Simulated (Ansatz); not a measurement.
The following input was run with Ansatz 0.2.0.

```yaml
crystal:
  lattice:
    - [3.8465694264, 0.0, 0.0]
    - [0.0, 3.8465694264, 0.0]
    - [0.0, 0.0, 3.8465694264]
  atoms:
    - { symbol: Te, position: [0.5, 0.5, 0.5] }
    - { symbol: Pb, position: [0.0, 0.0, 0.0] }
basis:
  ecutwfc: 420
kpoints:
  mp_grid: { grid: [10, 10, 10] }
hamiltonian:
  xc: pbe
  dispersion: d3bj
scf:
  occupations: { method: gaussian, width: 0.1 }
output:
  forces: true
  stress: true
  eigenvalues: true
```

Run as
```bash
ansatz run input.yaml --threads 1 --pin off --max-ram 2560MiB --backend cpu --events-out ev --progress --plain --runs-dir out
```

Method: Ansatz 0.2.0, DFT PBE+D3(BJ), scalar-relativistic, plane waves, PAW.

From the run's log, abridged:

```
Pseudopotentials: kind: paw
Pseudopotential: Te, paw, valence charge 16, recommended cutoff 420 eV (normal)
Pseudopotential: Pb, paw, valence charge 14, recommended cutoff 420 eV (normal)
Functional definition: PBE
Crystal: 2 atoms, lattice volume = 56.914 Å³
Basis set: ecut = 420 eV, 1141 PW (Γ), exchange–correlation on 54×54×54 points (8 copies of the dense FFT grid, shifted against one another)
Bands: 19, of which v1, the nominal top of the filled ones, is band 15 counted from 1 (14 counted from 0)
Symmetry: 48 space group operations
Space group: Pm-3m (ITA 221), of the structure as read, at distance tolerance 3.8e-5 Å
k-points: 56 of 1000
Initial density: superposition of atomic densities (neutral atoms: chi_scale 0, normalization atom), corrected by the library's trained network
Initial wavefunctions: pseudopotential atomic-orbital guess
Functional: x = pbe(κ = 0.804, μ = 0.21951497), c = pbe(β = 0.06672455)
SCF iter   1: F=—  HF=-18887.570887 eV  |F-HF|=—  |Δ(HF+E_count)|=         —  Δρ=1.39e-3  dr2=1.59e-3  ethr=1.77e-3  ⟨swp⟩=6.2  Hψ=5392  notcnv=0
SCF iter   2: F=—  HF=-18887.569286 eV  |F-HF|=—  |Δ(HF+E_count)|=   1.60e-3  Δρ=8.75e-4  dr2=7.78e-4  ethr=5.29e-6  ⟨swp⟩=2.1  Hψ=2228  notcnv=0
SCF iter   3: F=—  HF=-18887.569260 eV  |F-HF|=—  |Δ(HF+E_count)|=   2.63e-5  Δρ=3.06e-4  dr2=4.40e-5  ethr=2.59e-6  ⟨swp⟩=3.0  Hψ=1940  notcnv=0
SCF iter   4: F=—  HF=-18887.569259 eV  |F-HF|=—  |Δ(HF+E_count)|=   1.36e-6  Δρ=1.67e-4  dr2=1.26e-5  ethr=1.47e-7  ⟨swp⟩=2.0  Hψ=1807  notcnv=0
SCF iter   5: F=—  HF=-18887.569251 eV  |F-HF|=—  |Δ(HF+E_count)|=   7.19e-6  Δρ=5.14e-5  dr2=9.47e-7  ethr=4.20e-8  ⟨swp⟩=2.0  Hψ=1913  notcnv=0
SCF iter   6: F=—  HF=-18887.569251 eV  |F-HF|=—  |Δ(HF+E_count)|=   6.55e-7  Δρ=2.32e-5  dr2=2.03e-7  ethr=3.16e-9  ⟨swp⟩=2.0  Hψ=1806  notcnv=0
SCF iter   7: F=-18887.569251 eV  HF=-18887.569251 eV  |F-HF|=2.08e-8  |Δ(HF+E_count)|=   1.27e-7  Δρ=5.62e-6  dr2=1.31e-8  ethr=3.33e-10  ⟨swp⟩=5.7  Hψ=4702  notcnv=0
SCF 1 converged in 7 iterations: F = -18887.569251 eV  dr2 = 1.31e-8
SCF converged after 7 iterations
Free energy (F): -18887.569251 eV
Harris-Foulkes:  -18887.569251 eV  (|F-HF|=2.08e-8)
Internal energy: -18887.563237 eV  (E = F + TS)
E sigma→0 (E₀):  -18887.566244 eV
Entropy (-TS):   -0.006013 eV (-3.007 meV/atom)
Fermi energy:    11.364979 eV
--- Per-component energies (eV) ---
  E_band       = -244.960190
  E_kinetic    = 470.330609
  E_local      = -2017.155342  (includes V_loc(G=0)·N_el)
  E_nonlocal   = 39.711482
  E_hartree    = 1106.434940
  E_xc         = -346.464934
  E_vxc        = -238.384414  (∫ρ·V_xc dr)
  E_paw        = -15066.569549  (= ΣΔE_a)
  E_vpaw       = -712.339008  (= ΣTr[D̂ρ^β])
  E_aug_tail   = -0.000167  (compensation charges beyond the density's cutoff)
  E_ewald      = -3072.902958
  E_disp       = -0.947317  (pairwise vdW)
  E_smearing   = -0.006013  (= −TS)
--- Forces (eV/Å), atoms counted from 1 ---
  atom   1  Te     0.00000000     0.00000000     0.00000000
  atom   2  Pb     0.00000000     0.00000000     0.00000000
--- Stress (GPa, compression-positive) ---
        3.150584       0.000000       0.000000
        0.000000       3.150584       0.000000
        0.000000       0.000000       3.150584
  P = ⅓ Tr σ = 3.1506 GPa (31.506 kbar)
--- Band table (eV; the first three rows and the last of 56) ---
  k-point 0: bands = ["-25.1016", "-25.1016", "-25.0977", "-25.0977", "-25.0977", "-5.6655", "-5.6655", "-5.5450", "-5.5450", "-5.5450", "-1.5486", "5.0760", "9.5988", "9.5988", "9.5988", "15.2993", "15.2993", "17.5250", "17.5250"]
  k-point 1: bands = ["-25.1016", "-25.1009", "-25.0979", "-25.0979", "-25.0977", "-5.6649", "-5.6556", "-5.5490", "-5.5490", "-5.5448", "-1.4557", "4.8251", "9.5517", "9.7030", "9.7030", "15.3719", "15.7445", "16.9885", "17.1882"]
  k-point 2: bands = ["-25.1015", "-25.0992", "-25.0983", "-25.0983", "-25.0977", "-5.6635", "-5.6298", "-5.5595", "-5.5595", "-5.5441", "-1.1817", "4.1466", "9.5861", "10.0060", "10.0060", "15.2326", "15.5867", "16.3301", "16.3301"]
  k-point 55: bands = ["-25.1010", "-25.1010", "-25.1010", "-25.0912", "-25.0912", "-5.6342", "-5.6342", "-5.6342", "-5.4931", "-5.4931", "1.5635", "4.4870", "8.5615", "8.5615", "8.5615", "10.0632", "10.0632", "10.0632", "26.2342"]
```

The run converged.

The run took 2 s on 1 thread of Intel(R) Xeon(R) 6975P-C (Granite Rapids), with other jobs on the host, peak memory 0.41 GiB.

Spin–orbit coupling is left out, which can shift energies with elements as heavy as these.